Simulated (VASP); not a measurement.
# InP (F-43m) in VASP: a series of runs, part 2 of 2

VASP 6.6.1. Earlier steps stand in the parts before.

### 4 Single point, r2SCAN

Input file POSCAR:

```
InP
1.0
    0.0000000000      2.9538987500      2.9538987500
    2.9538987500      0.0000000000      2.9538987500
    2.9538987500      2.9538987500      0.0000000000
In P
1 1
Direct
    0.0000000000      0.0000000000      0.0000000000
    0.2500000000      0.2500000000      0.2500000000
```

Input file INCAR.step1:

```
  ALGO = Normal
  EDIFF = 1E-4
  ENCUT = 520
  GGA = PE
  ISMEAR = -1
  LASPH = T
  LCHARG = F
  LREAL = F
  LWAVE = T
  NBANDS = 16
  NELM = 100
  PREC = Accurate
  SIGMA = 0.02
```

Input file INCAR.step2:

```
  ALGO = Normal
  EDIFF = 1E-6
  ENCUT = 520
  ISIF = 2
  ISMEAR = -1
  ISTART = 1
  LASPH = T
  LCHARG = F
  LMIXTAU = T
  LREAL = F
  LWAVE = F
  METAGGA = R2SCAN
  NBANDS = 16
  NELM = 100
  PREC = Accurate
  SIGMA = 0.02
```

Input file KPOINTS:

```
k-points
0
Gamma
  8 8 8
```

Potentials or basis: VASP PAW PBE potentials, release 64 (In_d, P).

The run is started by

```console
> cat potpaw_PBE.64/In_d/POTCAR potpaw_PBE.64/P/POTCAR > POTCAR
> cp INCAR.step1 INCAR
> mpirun -np 1 vasp_std > vasp.out
> cp INCAR.step2 INCAR
> mpirun -np 1 vasp_std > vasp.out
```

OUTCAR:

```text
EDIFF = 1E-6
   ENCUT = 520
   ISIF = 2
   ISMEAR = -1
   ISTART = 1
   LASPH = T
   LREAL = F
   METAGGA = R2SCAN
   NELM = 100
   PREC = Accurate

 ion  position               nearest neighbor table
   1  0.000  0.000  0.000-   2 2.56   2 2.56   2 2.56   2 2.56
   2  0.250  0.250  0.250-   1 2.56   1 2.56   1 2.56   1 2.56

  LATTYP: Found a face centered cubic cell.
 ALAT       =     5.9077975000

  Lattice vectors:

 A1 = (   0.0000000000,   2.9538987500,   2.9538987500)
 A2 = (   2.9538987500,   0.0000000000,   2.9538987500)
 A3 = (   2.9538987500,   2.9538987500,   0.0000000000)

Analysis of symmetry for initial positions (statically):
=====================================================================
 Subroutine PRICEL returns:
 Original cell was already a primitive cell.

 Routine SETGRP: Setting up the symmetry group for a
 face centered cubic supercell.

 Subroutine GETGRP returns: Found 24 space group operations
 (whereof 24 operations were pure point group operations)
 out of a pool of 48 trial point group operations.

The static configuration has the point symmetry T_d .

Analysis of symmetry for dynamics (positions and initial velocities):
=====================================================================
 Subroutine PRICEL returns:
 Original cell was already a primitive cell.

 Routine SETGRP: Setting up the symmetry group for a
 face centered cubic supercell.

 Subroutine GETGRP returns: Found 24 space group operations
 (whereof 24 operations were pure point group operations)
 out of a pool of 48 trial point group operations.

The dynamic configuration has the point symmetry T_d .

 Subroutine INISYM returns: Found 24 space group operations
 (whereof 24 operations are pure point group operations),
 and found     1 'primitive' translations

----------------------------------------------------------------------------------------

                                     Primitive cell

  volume of cell :      51.5486

  direct lattice vectors                    reciprocal lattice vectors
     0.000000000  2.953898750  2.953898750    -0.169267819  0.169267819  0.169267819
     2.953898750  0.000000000  2.953898750     0.169267819 -0.169267819  0.169267819
     2.953898750  2.953898750  0.000000000     0.169267819  0.169267819 -0.169267819

  length of vectors
     4.177443674  4.177443674  4.177443674     0.293180463  0.293180463  0.293180463

  position of ions in fractional coordinates (direct lattice)
     0.000000000  0.000000000  0.000000000
     0.250000000  0.250000000  0.250000000

  ion indices of the primitive-cell ions
   primitive index   ion index
                 1           1
                 2           2

----------------------------------------------------------------------------------------

 KPOINTS: k-points

Automatic generation of k-mesh.
 Grid dimensions read from file:
 generate k-points for:    8    8    8

 Generating k-lattice:

  Cartesian coordinates                     Fractional coordinates (reciprocal lattice)
    -0.021158477  0.021158477  0.021158477     0.125000000  0.000000000  0.000000000
     0.021158477 -0.021158477  0.021158477     0.000000000  0.125000000  0.000000000
     0.021158477  0.021158477 -0.021158477     0.000000000  0.000000000  0.125000000

  Length of vectors
     0.036647558  0.036647558  0.036647558

  Shift w.r.t. Gamma in fractional coordinates (k-lattice)
     0.000000000  0.000000000  0.000000000

 Subroutine IBZKPT returns following result:
 ===========================================

 Found     29 irreducible k-points:

 Following reciprocal coordinates:
            Coordinates               Weight
  0.000000  0.000000  0.000000      1.000000
  0.125000  0.000000  0.000000      8.000000
  0.250000  0.000000  0.000000      8.000000
  0.375000  0.000000  0.000000      8.000000
  0.500000  0.000000  0.000000      4.000000
  0.125000  0.125000  0.000000      6.000000
[... 16 lines left out ...]
  0.500000  0.250000  0.125000     48.000000
 -0.375000  0.250000  0.125000     24.000000
 [... further k-points ...]
   k-points           NKPTS =     29   k-points in BZ     NKDIM =     29   number of bands    NBANDS=     16
   number of dos      NEDOS =    301   number of ions     NIONS =      2
   total plane-waves  NPLWV =  32768
   dimension x,y,z NGX =    32 NGY =   32 NGZ =   32
   dimension x,y,z NGXF=    64 NGYF=   64 NGZF=   64
   ions per type =               1   1
   NGX,Y,Z   is equivalent  to a cutoff of  12.73, 12.73, 12.73 a.u.
   NGXF,Y,Z  is equivalent  to a cutoff of  25.47, 25.47, 25.47 a.u.
 SYSTEM =  unknown system
   PREC   = accura    normal or accurate (medium, high low for compatibility)
   ISTART =      1    job   : 0-new  1-cont  2-samecut
   ICHARG =      0    charge: 1-file 2-atom 10-const
   ISPIN  =      1    spin polarized calculation?
   LNONCOLLINEAR =      F non collinear calculations
   LSORBIT =      F    spin-orbit coupling
   LASPH  =      T    aspherical Exc in radial PAW
   ENCUT  =  520.0 eV  38.22 Ry    6.18 a.u.   7.77  7.77  7.77*2*pi/ulx,y,z
   NELM   =    100;   NELMIN=  2; NELMDL=  0     # of ELM steps
   EDIFF  = 0.1E-05   stopping-criterion for ELM
   LREAL  =      F    real-space projection
   EDIFFG = 0.1E-04   stopping-criterion for IOM
   NSW    =      0    number of steps for IOM
   IBRION =     -1    ionic relax: 0-MD 1-quasi-New 2-CG
   NFREE  =      0    steps in history (QN), initial steepest desc. (CG)
   ISIF   =      2    stress and relaxation
   ISYM   =      2    0-nonsym 1-usesym 2-fastsym
   POTIM  = 0.5000    time-step for ionic-motion
   TEBEG  =    0.0;   TEEND  =   0.0 temperature during run
   PSTRESS=    0.0 pullay stress
   NELECT =      18.0000    total number of electrons
   NUPDOWN=      -1.0000    fix difference up-down
   EMIN   =  10.00;   EMAX   =-10.00  energy-range for DOS
   EFERMI =   0.00;   METHOD = LEGACY
   ISMEAR =    -1;   SIGMA  =   0.02  broadening in eV -4-tet -1-fermi 0-gaus
   EFERMI_NEDOS =   21; number of points for ismear=-14 and -15
   IALGO  =     38    algorithm
   IMIX   =      4    mixing-type and parameters
     AMIX     =   0.40;   BMIX     =  1.00
     AMIX_MAG =   1.60;   BMIX_MAG =  1.00
  volume/ion in A,a.u.               =      25.77       173.93
  Fermi-wavevector in a.u.,A,eV,Ry     =   1.152816  2.178507 18.081941  1.328985
  Thomas-Fermi vector in A             =   2.289465
   LORBIT       =      0    0 simple, 1 ext, 2 COOP (PROOUT), +10 PAW based schemes
   METAGGA = R2SCAN    functional components
   LHFCALC =     F    Hartree Fock is set to
   AEXX    =    0.0000 exact exchange contribution
   IVDW    =     0    specifies the selected vdW correction
   LEPSILON=     F    determine dielectric tensor
   LRPA    =     F    only Hartree local field effects (RPA)
 non-spin polarized calculation
  energy-cutoff  :      520.00
  volume of cell :       51.55
 maximum number of plane-waves:      1411
   NGX = 15   NGY = 15   NGZ = 15

 number of electron      18.0000009 magnetization

 Free energy of the ion-electron system (eV)
  ---------------------------------------------------
  ext. energy  EPLUGINS =         0.00000000
  ---------------------------------------------------
  free energy    TOTEN  =       -32.29733758 eV

  energy without entropy =      -32.29733758  energy(sigma->0) =      -32.29733758

 E-fermi :   5.1418     XC(G=0):  -9.7700

 val. band max:        4.7526836693   @ k =   0.0000   0.0000   0.0000
 cond. band min:       5.7820685874   @ k =   0.0000   0.0000   0.0000
 fundamental gap:      1.0293849181
 Fermi energy:         5.1417933273

 k-point     1 :       0.0000    0.0000    0.0000
  band No.  band energies     occupation
      1      -9.8588      2.00000
      2      -9.8588      2.00000
      3      -9.8588      2.00000
      4      -9.6922      2.00000
      5      -9.6922      2.00000
      6      -7.0817      2.00000
[... 8 lines left out ...]
     15      14.6368      0.00000
     16      14.6368      0.00000

 k-point     2 :       0.1250    0.0000    0.0000
  band No.  band energies     occupation
      1      -9.8784      2.00000
      2      -9.8513      2.00000
      3      -9.8513      2.00000
      4      -9.6921      2.00000
      5      -9.6921      2.00000
      6      -6.9002      2.00000
[... 8 lines left out ...]
     15      13.9952      0.00000
     16      14.5508      0.00000
[... 387 lines left out ...]
      5      -9.6772      2.00000
      6      -5.3716      2.00000
[... 8 lines left out ...]
     15      16.1176      0.00000
     16      16.6913      0.00000

 k-point    24 :      -0.3750    0.2500    0.1250
  band No.  band energies     occupation
      1      -9.9972      2.00000
      2      -9.8075      2.00000
      3      -9.7892      2.00000
      4      -9.6977      2.00000
      5      -9.6797      2.00000
      6      -5.0394      2.00000
[... 8 lines left out ...]
     15      15.9765      0.00000
     16      16.6319      0.00000

 [... further k-points ...]
[... 5 lines left out ...]
  --------------------------------------------------------------------------------------
  -------------------------------------------------------------------------------------
  Total       -0.0429818     -0.0429818     -0.0429818      0.0000000      0.0000000      0.0000000
  in kB       -1.3359131     -1.3359131     -1.3359131      0.0000000      0.0000000      0.0000000
  external PRESSURE =      -1.3359131 kB  Pullay stress =       0.0000000 kB

 VOLUME and BASIS-vectors are now :
 -----------------------------------------------------------------------------
  energy-cutoff  :      520.00
  volume of cell :       51.55
      direct lattice vectors                 reciprocal lattice vectors
     0.000000000  2.953898750  2.953898750    -0.169267819  0.169267819  0.169267819
     2.953898750  0.000000000  2.953898750     0.169267819 -0.169267819  0.169267819
     2.953898750  2.953898750  0.000000000     0.169267819  0.169267819 -0.169267819

 POSITION                                       TOTAL-FORCE (eV/Angst)
 -----------------------------------------------------------------------------------
      0.00000      0.00000      0.00000        -0.000000     -0.000000      0.000000
      1.47695      1.47695      1.47695         0.000000      0.000000     -0.000000
 -----------------------------------------------------------------------------------
    total drift:                               -0.000002     -0.000002     -0.000002

  FREE ENERGIE OF THE ION-ELECTRON SYSTEM (eV)
  ---------------------------------------------------
  free  energy   TOTEN  =       -32.2973375753 eV

  energy  without entropy=      -32.2973375753  energy(sigma->0) =      -32.29733758
```

OUTCAR.step1:

```text
EDIFF = 1E-4
   ENCUT = 520
   GGA = PE
   ISMEAR = -1
   LASPH = T
   LREAL = F
[... 674 lines left out ...]
 -----------------------------------------------------------------------------------
      0.00000      0.00000      0.00000         0.000000      0.000000      0.000000
      1.47695      1.47695      1.47695        -0.000000     -0.000000     -0.000000
 -----------------------------------------------------------------------------------
    total drift:                               -0.000000     -0.000000     -0.000000

  FREE ENERGIE OF THE ION-ELECTRON SYSTEM (eV)
  ---------------------------------------------------
  free  energy   TOTEN  =        -8.3994501876 eV

  energy  without entropy=       -8.3994501856  energy(sigma->0) =       -8.39945019
```

OSZICAR.step1:

```text
N       E                     dE             d eps       ncg     rms          rms(c)
DAV:   1     0.114148210467E+03    0.11415E+03   -0.83801E+03   928   0.125E+03
DAV:   2    -0.116756273302E+01   -0.11532E+03   -0.11013E+03  1064   0.304E+02
DAV:   3    -0.859835671775E+01   -0.74308E+01   -0.74031E+01  1208   0.744E+01
DAV:   4    -0.880255001404E+01   -0.20419E+00   -0.20415E+00  1208   0.136E+01
DAV:   5    -0.881169345275E+01   -0.91434E-02   -0.91434E-02  1392   0.239E+00    0.549E+00
DAV:   6    -0.842502486713E+01    0.38667E+00   -0.62217E-01  1464   0.126E+01    0.330E+00
DAV:   7    -0.839809387189E+01    0.26931E-01   -0.15368E-01  1352   0.303E+00    0.123E+00
DAV:   8    -0.839858125628E+01   -0.48738E-03   -0.14731E-02  1160   0.142E+00    0.305E-01
DAV:   9    -0.839923346209E+01   -0.65221E-03   -0.13223E-03  1152   0.393E-01    0.153E-01
DAV:  10    -0.839937270755E+01   -0.13925E-03   -0.20605E-04  1160   0.184E-01    0.880E-02
DAV:  11    -0.839945018763E+01   -0.77480E-04   -0.14600E-04  1048   0.111E-01
   1 F= -.83994502E+01 E0= -.83994502E+01  d E =-.198223E-08
```

Wall time 40 s (1 thread of Intel Xeon 6975P-C (Granite Rapids), shared host); peak memory 0.19 GiB.

What came out:

```
Free energy            : -32.2973 eV
Pressure               : -0.1 GPa
Band gap on the k mesh : 1.03 eV, direct
```

Levels at points of the mesh, in eV from the valence-band top:
```csv
k point,band 6,band 7,band 8,band 9,band 10,band 11,band 12,band 13
"(0.00, 0.00, 0.00)",-11.83,0.00,0.00,0.00,1.03,4.44,4.44,4.44
"(0.50, 0.00, 0.00)",-10.11,-5.75,-0.97,-0.97,1.80,5.16,5.16,7.50
"(0.50, 0.50, 0.00)",-9.46,-5.77,-2.33,-2.33,2.04,2.55,9.72,10.15
```

Caveat: the PAW data sets were made with another functional, which shifts forces and pressure a little; spin-orbit coupling is left out, which moves the levels of the heavy elements.

### 5 Single point, r2SCAN

This run uses another cell than the first one, of 26.29 Å³/atom, 1.020 times its volume.

Input file POSCAR:

```
InP
1.0
    0.0000000000      2.9734615700      2.9734615700
    2.9734615700      0.0000000000      2.9734615700
    2.9734615700      2.9734615700      0.0000000000
In P
1 1
Direct
    0.0000000000      0.0000000000      0.0000000000
    0.2500000000      0.2500000000      0.2500000000
```

Input file INCAR.step1:

```
SYSTEM = InP
PREC = Accurate
ENCUT = 520
ISMEAR = -1
SIGMA = 0.02
LREAL = .False.
LASPH = .True.
NELM = 100
NBANDS = 16
GGA = PE
ALGO = Normal
EDIFF = 1E-4
LWAVE = .True.
LCHARG = .False.
```

Input file INCAR.step2:

```
SYSTEM = InP
PREC = Accurate
ENCUT = 520
EDIFF = 1E-6
ISMEAR = -1
SIGMA = 0.02
LREAL = .False.
LASPH = .True.
NELM = 100
ALGO = Normal
ISIF = 2
LWAVE = .False.
LCHARG = .False.
METAGGA = R2SCAN
LMIXTAU = .True.
NBANDS = 16
ISTART = 1
```

Input file KPOINTS:

```
Automatic mesh
0
Gamma
  8 8 8
  0 0 0
```

The run is started by

```console
> cat potpaw_PBE.64/In_d/POTCAR potpaw_PBE.64/P/POTCAR > POTCAR
> cp INCAR.step1 INCAR
> mpirun -np 1 vasp_std > vasp.out
> cp INCAR.step2 INCAR
> mpirun -np 1 vasp_std > vasp.out
```

Wall time 41 s (1 thread of Intel Xeon 6975P-C (Granite Rapids), shared host); peak memory 0.18 GiB.

It converged, with:

| Item | Value |
| --- | --- |
| Free energy | -32.2926 eV |
| Pressure | -1.4 GPa |
| Band gap on the k mesh | 0.91 eV, direct |

Levels at points of the mesh, in eV from the valence-band top:
```
           k point  band 7  band 8  band 9  band 10  band 11  band 12
(0.00, 0.00, 0.00)    0.00    0.00    0.00     0.91     4.44     4.44
(0.50, 0.00, 0.00)   -5.65   -0.94   -0.94     1.75     5.15     5.15
(0.50, 0.50, 0.00)   -5.69   -2.26   -2.26     2.08     2.54     9.59
```

Caveat: the PAW data sets were made with another functional, which shifts forces and pressure a little; spin-orbit coupling is left out, which moves the levels of the heavy elements.

### 6 How close it comes

Step 2. A measured gap of InP is 1.4236 eV (direct; 1.6 K; a printed reference work, data compilation); the calculated 1.03 eV misses it by -0.39 eV. Spin-orbit coupling on In is left out. The value is that of r2SCAN, without temperature or zero-point motion.

Step 3. Measured gap of InP: 1.4236 eV (direct; 1.6 K; a printed reference work, data compilation). This calculation gives 1.03 eV (-0.39 eV). Spin-orbit coupling on In is left out. The value is that of r2SCAN, without temperature or zero-point motion.

Step 4. A measured gap of InP is 1.4236 eV (direct; 1.6 K; a printed reference work, data compilation); the calculated 1.03 eV misses it by -0.39 eV. Spin-orbit coupling on In is left out. The value is that of r2SCAN, without temperature or zero-point motion.

Step 5. Against the measured gap of InP, 1.4236 eV (direct; 1.6 K; a printed reference work, data compilation), the calculated 0.91 eV is off by -0.51 eV. Spin-orbit coupling on In is left out. The value is that of r2SCAN, without temperature or zero-point motion.
